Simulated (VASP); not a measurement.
# Si (Fd-3m) in VASP: settings compared

One crystal, Si, is run at these levels: PBE, vdW-DF, vdW-DF2; tasks: single point, relaxation of cell and atoms.

Program: VASP 6.6.1. These are calculated values, not measurements. Logs are shortened: lines on timing, memory, paths and dates and some standing lists are left out, and cuts for length are marked.

**1. The structure**

Symmetry: Fd-3m, No. 227, cubic system. The conventional cell has a = 5.444 Å, b = 5.444 Å, c = 5.444 Å, α = 90.00°, β = 90.00°, γ = 90.00°. Si (site symmetry -43m) is surrounded by 4 Si at 2.36 Å.

**2. Single point, PBE**

INCAR

```
  ALGO = Normal
  EDIFF = 1E-7
  ENCUT = 520
  GGA = PE
  ISIF = 2
  ISMEAR = 0
  LASPH = True
  LCHARG = True
  LELF = True
  LREAL = False
  LVHAR = True
  LWAVE = False
  NBANDS = 11
  NELM = 100
  PREC = Accurate
  SIGMA = 0.013000000000000001
```

KPOINTS

```
k-points
0
Gamma
  8 8 8
```

POSCAR

```
Si
1.0
    0.0000000000      2.7218511865      2.7218511865
    2.7218511865      0.0000000000      2.7218511865
    2.7218511865      2.7218511865      0.0000000000
Si
2
Direct
    0.5000000000      0.5000000000      0.5000000000
    0.7500000000      0.7500000000      0.7500000000
```

Potentials or basis: VASP PAW PBE potentials, release 64 (Si).

On the command line:

```
cat potpaw_PBE.64/Si/POTCAR > POTCAR
mpirun -np 1 vasp_std > vasp.out
```

OUTCAR:

```text
EDIFF = 1E-7
   ENCUT = 520
   GGA = PE
   ISIF = 2
   ISMEAR = 0
   LASPH = True
   LREAL = False
   NELM = 100
   PREC = Accurate

 ion  position               nearest neighbor table
   1  0.500  0.500  0.500-   2 2.36   2 2.36   2 2.36   2 2.36
   2  0.750  0.750  0.750-   1 2.36   1 2.36   1 2.36   1 2.36

  LATTYP: Found a face centered cubic cell.
 ALAT       =     5.4437023730

  Lattice vectors:

 A1 = (   0.0000000000,   2.7218511865,   2.7218511865)
 A2 = (   2.7218511865,   0.0000000000,   2.7218511865)
 A3 = (   2.7218511865,   2.7218511865,   0.0000000000)

Analysis of symmetry for initial positions (statically):
=====================================================================
 Subroutine PRICEL returns:
 Original cell was already a primitive cell.

 Routine SETGRP: Setting up the symmetry group for a
 face centered cubic supercell.

 Subroutine GETGRP returns: Found 48 space group operations
 (whereof 24 operations were pure point group operations)
 out of a pool of 48 trial point group operations.

The static configuration has the point symmetry T_d .
 The point group associated with its full space group is O_h .

Analysis of symmetry for dynamics (positions and initial velocities):
=====================================================================
 Subroutine PRICEL returns:
 Original cell was already a primitive cell.

 Routine SETGRP: Setting up the symmetry group for a
 face centered cubic supercell.

 Subroutine GETGRP returns: Found 48 space group operations
 (whereof 24 operations were pure point group operations)
 out of a pool of 48 trial point group operations.

The dynamic configuration has the point symmetry T_d .
 The point group associated with its full space group is O_h .

 Subroutine INISYM returns: Found 48 space group operations
 (whereof 24 operations are pure point group operations),
 and found     1 'primitive' translations

----------------------------------------------------------------------------------------

                                     Primitive cell

  volume of cell :      40.3295

  direct lattice vectors                    reciprocal lattice vectors
     0.000000000  2.721851186  2.721851186    -0.183698507  0.183698507  0.183698507
     2.721851186  0.000000000  2.721851186     0.183698507 -0.183698507  0.183698507
     2.721851186  2.721851186  0.000000000     0.183698507  0.183698507 -0.183698507

  length of vectors
[... 95 lines left out ...]
   TEBEG  =    0.0;   TEEND  =   0.0 temperature during run
   PSTRESS=    0.0 pullay stress
   NELECT =       8.0000    total number of electrons
   NUPDOWN=      -1.0000    fix difference up-down
   EMIN   =  10.00;   EMAX   =-10.00  energy-range for DOS
   EFERMI =   0.00;   METHOD = LEGACY
   ISMEAR =     0;   SIGMA  =   0.01  broadening in eV -4-tet -1-fermi 0-gaus
   EFERMI_NEDOS =   21; number of points for ismear=-14 and -15
   IALGO  =     38    algorithm
   IMIX   =      4    mixing-type and parameters
     AMIX     =   0.40;   BMIX     =  1.00
     AMIX_MAG =   1.60;   BMIX_MAG =  1.00
  volume/ion in A,a.u.               =      20.16       136.08
  Fermi-wavevector in a.u.,A,eV,Ry     =   0.954766  1.804247 12.402783  0.911579
  Thomas-Fermi vector in A             =   2.083543
   LORBIT       =      0    0 simple, 1 ext, 2 COOP (PROOUT), +10 PAW based schemes
   GGA     = PE    functional components
   LHFCALC =     F    Hartree Fock is set to
   AEXX    =    0.0000 exact exchange contribution
   IVDW    =     0    specifies the selected vdW correction
   LEPSILON=     F    determine dielectric tensor
   LRPA    =     F    only Hartree local field effects (RPA)
 non-spin polarized calculation
 Gauss-broadening in eV      SIGMA  =   0.01
  energy-cutoff  :      520.00
  volume of cell :       40.33
 maximum number of plane-waves:      1106
 NGX is ok and might be reduce to    30
   NGX = 15   NGY = 15   NGZ = 15

 number of electron       8.0000001 magnetization

 Free energy of the ion-electron system (eV)
  ---------------------------------------------------
  ext. energy  EPLUGINS =         0.00000000
  ---------------------------------------------------
  free energy    TOTEN  =       -10.84388605 eV

  energy without entropy =      -10.84388605  energy(sigma->0) =      -10.84388605

 E-fermi :   5.8789     XC(G=0):  -9.3800

 val. band max:        5.7550143134   @ k =   0.0000   0.0000   0.0000
 cond. band min:       6.3828445539   @ k =   0.3750   0.3750   0.0000
 fundamental gap:      0.6278302405
 Fermi energy:         5.8789172360

 k-point     1 :       0.0000    0.0000    0.0000
  band No.  band energies     occupation
      1      -6.1534      2.00000
      2       5.7550      2.00000
      3       5.7550      2.00000
      4       5.7550      2.00000
      5       8.3172      0.00000
      6       8.3172      0.00000
      7       8.3172      0.00000
      8       9.0463      0.00000
      9      13.4707      0.00000
     10      13.4707      0.00000
     11      13.6867      0.00000
[... 379 lines left out ...]
 k-point    29 :      -0.2500    0.5000    0.2500
  band No.  band energies     occupation
      1      -1.8744      2.00000
      2      -1.8744      2.00000
      3       1.9359      2.00000
      4       1.9359      2.00000
      5      10.0237      0.00000
      6      10.0237      0.00000
      7      10.7353      0.00000
      8      10.7353      0.00000
      9      16.2914      0.00000
     10      16.2914      0.00000
     11      18.7380      0.00000

------------------------ aborting loop because EDIFF is reached ----------------------------------------

  FORCE on cell =-STRESS in cart. coord.  units (eV):
  Direction    XX          YY          ZZ          XY          YZ          ZX
  --------------------------------------------------------------------------------------
  -------------------------------------------------------------------------------------
  Total        0.3173340      0.3173340      0.3173340     -0.0000000      0.0000000     -0.0000000
  in kB       12.6067759     12.6067759     12.6067759     -0.0000000      0.0000000     -0.0000000
  external PRESSURE =      12.6067759 kB  Pullay stress =       0.0000000 kB

 VOLUME and BASIS-vectors are now :
 -----------------------------------------------------------------------------
  energy-cutoff  :      520.00
  volume of cell :       40.33
      direct lattice vectors                 reciprocal lattice vectors
     0.000000000  2.721851186  2.721851186    -0.183698507  0.183698507  0.183698507
     2.721851186  0.000000000  2.721851186     0.183698507 -0.183698507  0.183698507
     2.721851186  2.721851186  0.000000000     0.183698507  0.183698507 -0.183698507

 POSITION                                       TOTAL-FORCE (eV/Angst)
 -----------------------------------------------------------------------------------
      2.72185      2.72185      2.72185         0.000000      0.000000      0.000000
      4.08278      4.08278      4.08278        -0.000000     -0.000000     -0.000000
 -----------------------------------------------------------------------------------
    total drift:                                0.000000     -0.000000     -0.000000

  FREE ENERGIE OF THE ION-ELECTRON SYSTEM (eV)
  ---------------------------------------------------
  free  energy   TOTEN  =       -10.8438860467 eV

  energy  without entropy=      -10.8438860467  energy(sigma->0) =      -10.84388605
```

stdout:

```text
POSCAR found type information on POSCAR Si
 POSCAR found :  1 types and       2 ions
 scaLAPACK will be used
 LDA part: xc-table for (Slater+PW92), standard interpolation
 POSCAR, INCAR and KPOINTS ok, starting setup
 FFT: planning ... GRIDC
 FFT: planning ... GRID_SOFT
 FFT: planning ... GRID
 WAVECAR not read
 entering main loop
```

It took 8.2 s on 1 thread of AMD EPYC 9R45 (Zen 5), shared host; peak memory 0.12 GiB.

Results:

```
Free energy            : -10.8439 eV
Pressure               : 1.3 GPa
Band gap on the k mesh : 0.63 eV, indirect (least direct gap 2.56 eV)
```

A k mesh can miss the band edges. A hybrid or GW would open this gap; PBE tends to underestimate it.

**3. Relaxation of cell and atoms, vdW-DF**

INCAR

```
SYSTEM = Si
PREC     = Accurate       ! precision mode
ENCUT    = 600            ! plane-wave cutoff, eV
EDIFF    = 1E-6           ! SCF threshold, eV
ISMEAR   = -1             ! smearing method
SIGMA    = 0.05           ! smearing width, eV
LREAL    = .False.        ! projectors in reciprocal space
LASPH    = .True.         ! aspherical terms in the spheres
NELM     = 60             ! most SCF steps
ALGO     = Normal         ! electronic algorithm
ISIF     = 3              ! what is computed and relaxed
LWAVE    = .False.        ! write WAVECAR
LCHARG   = .False.        ! write CHGCAR
GGA      = RE             ! functional
LUSE_VDW = .True.       
AGGAC    = 0.0          
IBRION   = 2              ! ionic algorithm
NSW      = 40             ! ionic steps
EDIFFG   = -0.01          ! ionic threshold
```

KPOINTS

```
Automatic mesh
0
Gamma
  8 8 8
  0 0 0
```

POSCAR is that of step 2.

Potentials or basis: VASP PAW PBE potentials, release 64 (Si).

On the command line:

```
cat potpaw_PBE.64/Si/POTCAR > POTCAR
mpirun -np 1 vasp_std > vasp.out
```

OUTCAR:

```text
SYSTEM = Si
   PREC = Accurate
   ENCUT = 600
   EDIFF = 1E-6
   ISMEAR = -1
   LREAL = .False.
   LASPH = .True.
   NELM = 60
   ISIF = 3
   GGA = RE
   IBRION = 2
   NSW = 40
   EDIFFG = -0.01

 ion  position               nearest neighbor table
   1  0.500  0.500  0.500-   2 2.36   2 2.36   2 2.36   2 2.36
   2  0.750  0.750  0.750-   1 2.36   1 2.36   1 2.36   1 2.36

  LATTYP: Found a face centered cubic cell.
 ALAT       =     5.4437023730

  Lattice vectors:

 A1 = (   0.0000000000,   2.7218511865,   2.7218511865)
 A2 = (   2.7218511865,   0.0000000000,   2.7218511865)
 A3 = (   2.7218511865,   2.7218511865,   0.0000000000)

Analysis of symmetry for initial positions (statically):
[... 186 lines left out ...]
  FORCE on cell =-STRESS in cart. coord.  units (eV):
  Direction    XX          YY          ZZ          XY          YZ          ZX
  --------------------------------------------------------------------------------------
  -------------------------------------------------------------------------------------
  Total        0.8619678      0.8619678      0.8619678     -0.0000000      0.0000000      0.0000000
  in kB       34.2435285     34.2435285     34.2435285     -0.0000000      0.0000000      0.0000000
  external PRESSURE =      34.2435285 kB  Pullay stress =       0.0000000 kB
[... 63 lines left out ...]
--------------------------------------- Ionic step        3  -------------------------------------------

 number of electron       8.0000000 magnetization

 Free energy of the ion-electron system (eV)
  ---------------------------------------------------
  ext. energy  EPLUGINS =         0.00000000
  ---------------------------------------------------
  free energy    TOTEN  =        -7.58932734 eV

  energy without entropy =       -7.58932514  energy(sigma->0) =       -7.58932624

 E-fermi :   5.7979     XC(G=0):  -9.0294

 val. band max:        5.3657079265   @ k =   0.0000   0.0000   0.0000
 cond. band min:       6.2676192098   @ k =   0.3750   0.3750   0.0000
 fundamental gap:      0.9019112833
 Fermi energy:         5.7979284399

 k-point     1 :       0.0000    0.0000    0.0000
  band No.  band energies     occupation
      1      -6.2044      2.00000
      2       5.3657      1.99965
      3       5.3657      1.99965
      4       5.3657      1.99965
      5       8.0289      0.00000
      6       8.0289      0.00000
      7       8.0289      0.00000
      8       8.3154      0.00000
[... 339 lines left out ...]
  energy  without entropy=       -7.5893251432  energy(sigma->0) =       -7.58932624

Total vdW correction in eV:      1.2560947

 reached required accuracy - stopping structural energy minimisation
```

CONTCAR:

```text
Si
   1.00000000000000
     0.0000000000000000    2.7564782953179714    2.7564782953179714
     2.7564782953179714    0.0000000000000000    2.7564782953179714
     2.7564782953179714    2.7564782953179714    0.0000000000000000
  Si
     2
Direct
     0.5000000000000000    0.5000000000000000    0.5000000000000000
     0.7500000000000000    0.7500000000000000    0.7500000000000000

  0.00000000E+00  0.00000000E+00  0.00000000E+00
  0.00000000E+00  0.00000000E+00  0.00000000E+00
```

It took 55 s on 1 thread of AMD EPYC 9R45 (Zen 5), shared host; peak memory 0.35 GiB.

What came out:

```yaml
Free_energy: -7.5893 eV
Relaxed_volume: 20.94 Å³/atom
Relaxed_cell: a = 3.898 Å, b = 3.898 Å, c = 3.898 Å, α = 60.00°, β = 60.00°, γ = 60.00°
Space_group_after_relaxing_to_0.05_Å: Fd-3m (No. 227)
Energy_gained_by_relaxing: 8.0 meV/atom
Ionic_steps: 3
Pressure_after_relaxing: 0.0 GPa
Band_gap_on_the_k_mesh: 0.90 eV, indirect (least direct gap 2.66 eV)
```

The path:
| step | energy change (eV) | largest force (eV/Å) | pressure (GPa) | volume (Å³) |
| --- | --- | --- | --- | --- |
| 1 | 0.0000 | 0.0000 | 3.42 | 40.33 |
| 2 | -0.0100 | 0.0000 | -1.87 | 42.90 |
| 3 | -0.0161 | 0.0000 | 0.00 | 41.89 |

Final structure:
```yaml
crystal:
  lattice:
    - [0.00000, 2.75648, 2.75648]
    - [2.75648, 0.00000, 2.75648]
    - [2.75648, 2.75648, 0.00000]
  atoms:
    - { symbol: Si, position: [0.50000, 0.50000, 0.50000] }
    - { symbol: Si, position: [0.75000, 0.75000, 0.75000] }
```

Caveat: the PAW data sets were made with another functional, which shifts forces and pressure a little.

**4. Relaxation of cell and atoms, vdW-DF2**

INCAR

```
SYSTEM = Si
PREC = Accurate
ENCUT = 600
EDIFF = 1E-6
ISMEAR = -1
SIGMA = 0.05
LREAL = .FALSE.
LASPH = .TRUE.
NELM = 60
ALGO = Normal
ISIF = 3
LWAVE = .FALSE.
LCHARG = .FALSE.
GGA = ML
LUSE_VDW = .TRUE.
AGGAC = 0.0
ZAB_VDW = -1.8867
IBRION = 2
NSW = 60
EDIFFG = -0.01
```

KPOINTS

```
Automatic mesh
0
G
  8 8 8
  0 0 0
```

POSCAR is that of step 3.

On the command line:

```
cat potpaw_PBE.64/Si/POTCAR > POTCAR
mpirun -np 1 vasp_std > vasp.out
```

Wall time 54 s (1 thread of AMD EPYC 9R45 (Zen 5), shared host); peak memory 0.35 GiB.

Results (log left out):

- Free energy: -7.5108 eV
- Relaxed volume: 21.25 Å³/atom
- Relaxed cell: a = 3.917 Å, b = 3.917 Å, c = 3.917 Å, α = 60.00°, β = 60.00°, γ = 60.00°
- Space group after relaxing (to 0.05 Å): Fd-3m (No. 227)
- Energy gained by relaxing: 14.8 meV/atom
- Ionic steps: 3
- Pressure after relaxing: 0.0 GPa
- Band gap on the k mesh: 1.00 eV, indirect (least direct gap 2.56 eV)

The path:
```csv
step,energy change (eV),largest force (eV/Å),pressure (GPa),volume (Å³)
1,0.0000,0.0000,4.59,40.33
2,-0.0204,0.0000,-2.19,43.79
3,-0.0295,0.0000,0.00,42.49
```

Final structure:
```
Si
1.0
     0.00000    2.76971    2.76971
     2.76971    0.00000    2.76971
     2.76971    2.76971    0.00000
Si
2
Direct
  0.50000 0.50000 0.50000
  0.75000 0.75000 0.75000
```

Levels at points of the mesh, in eV from the valence-band top:
```csv
k point,band 1,band 2,band 3,band 4,band 5,band 6,band 7,band 8
"(0.00, 0.00, 0.00)",-11.47,0.00,0.00,0.00,2.61,2.77,2.77,2.77
"(0.50, 0.00, 0.00)",-9.33,-6.57,-1.10,-1.10,1.45,3.65,3.65,8.02
"(0.50, 0.50, 0.00)",-7.59,-7.59,-2.59,-2.59,1.13,1.13,9.72,9.72
```

Caveat: the PAW data sets were made with another functional, which shifts forces and pressure a little.

**5. For comparison**

An earlier run on the cell as given: functional PBE; potentials or basis VASP PAW PBE potentials, release 64 (Si); cutoff 520 eV; k mesh 8 × 8 × 8; occupations fermi-dirac, width 0.05 eV; no spin polarisation.

* Pressure: 1.3 GPa
* Band gap on the k mesh: 0.63 eV, indirect (least direct gap 2.56 eV)

**6. Overview**

```csv
task,level,cell,cutoff (eV),smearing,gap on the mesh (eV),pressure (GPa),relaxed volume (Å³/atom)
single point,PBE,as given,520,gaussian 0.013 eV,0.63,1.3,-
relaxation of cell and atoms,vdW-DF,relaxed,600,fermi-dirac 0.05 eV,0.90,0.0,20.94
relaxation of cell and atoms,vdW-DF2,relaxed,600,fermi-dirac 0.05 eV,1.00,0.0,21.25
single point,PBE,as given,520,fermi-dirac 0.05 eV,0.63,1.3,-
```

Alike in all rows: potentials or basis VASP PAW PBE potentials, release 64 (Si); no spin polarisation; k mesh 8 × 8 × 8.

Caveats: the PAW data sets were made with another functional, which shifts forces and pressure a little (some runs).

Absolute energies hang on the potentials; compare differences alone.
